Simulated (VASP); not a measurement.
Here is a VASP 6.6.1 calculation.

Contents of INCAR:

```
PREC     = Accurate       # precision mode
ENCUT    = 520            # plane-wave cutoff, eV
EDIFF    = 1E-7           # SCF threshold, eV
ISMEAR   = -1             # smearing method
SIGMA    = 0.05           # smearing width, eV
LREAL    = F              # projectors in reciprocal space
LASPH    = T              # aspherical terms in the spheres
NELM     = 100            # most SCF steps
ALGO     = Normal         # electronic algorithm
ISIF     = 2              # what is computed and relaxed
LWAVE    = F              # write WAVECAR
LCHARG   = F              # write CHGCAR
MAGMOM   = 0 0 0 0 0 0 0 0 0 0 0 0 # initial moments
LORBIT   = 11             # projections on sites
LSORBIT  = T              # spin-orbit coupling
GGA_COMPAT= F            
METAGGA  = SCAN           # meta-GGA
LMIXTAU  = T
```

Contents of KPOINTS:

```
Automatic mesh
0
Gamma
  5 5 3
```

The input POSCAR:

```
CdS
1.0
    4.1500000000      0.0000000000      0.0000000000
   -2.0750000000      3.5940054257      0.0000000000
    0.0000000000      0.0000000000      6.7370000000
Cd S
2 2
Direct
    0.6666666667      0.3333333333      0.5000000000
    0.3333333333      0.6666666667      0.0000000000
    0.6666666667      0.3333333333      0.8750000000
    0.3333333333      0.6666666667      0.3750000000
```

File KPOINTS_OPT:

```
path GMKGALHA,LM,KH
10
line-mode
reciprocal
 0.0000000000  0.0000000000  0.0000000000  G
 0.5000000000  0.0000000000  0.0000000000  M

 0.5000000000  0.0000000000  0.0000000000  M
 0.3333333333  0.3333333333  0.0000000000  K

 0.3333333333  0.3333333333  0.0000000000  K
 0.0000000000  0.0000000000  0.0000000000  G

 0.0000000000  0.0000000000  0.0000000000  G
 0.0000000000  0.0000000000  0.5000000000  A

 0.0000000000  0.0000000000  0.5000000000  A
 0.5000000000  0.0000000000  0.5000000000  L

 0.5000000000  0.0000000000  0.5000000000  L
 0.3333333333  0.3333333333  0.5000000000  H

 0.3333333333  0.3333333333  0.5000000000  H
 0.0000000000  0.0000000000  0.5000000000  A

 0.5000000000  0.0000000000  0.5000000000  L
 0.5000000000  0.0000000000  0.0000000000  M

 0.3333333333  0.3333333333  0.0000000000  K
 0.3333333333  0.3333333333  0.5000000000  H
```

Potentials or basis: VASP PAW PBE potentials, release 64 (Cd, S).

Command:

```console
$ cat potpaw_PBE.64/Cd/POTCAR potpaw_PBE.64/S/POTCAR > POTCAR
$ mpirun -np 1 vasp_ncl > vasp.out
```

Q: What does it give for the largest force?

A: 0.067 eV/Å.

Q: Predict the pressure.

A: 0.3 GPa.

Stress tensor (GPa, compression positive):
```
0.14 0.00 0.00
0.00 0.14 0.00
0.00 0.00 0.67
```

Caveat: the PAW data sets were made with another functional, which shifts forces and pressure a little.
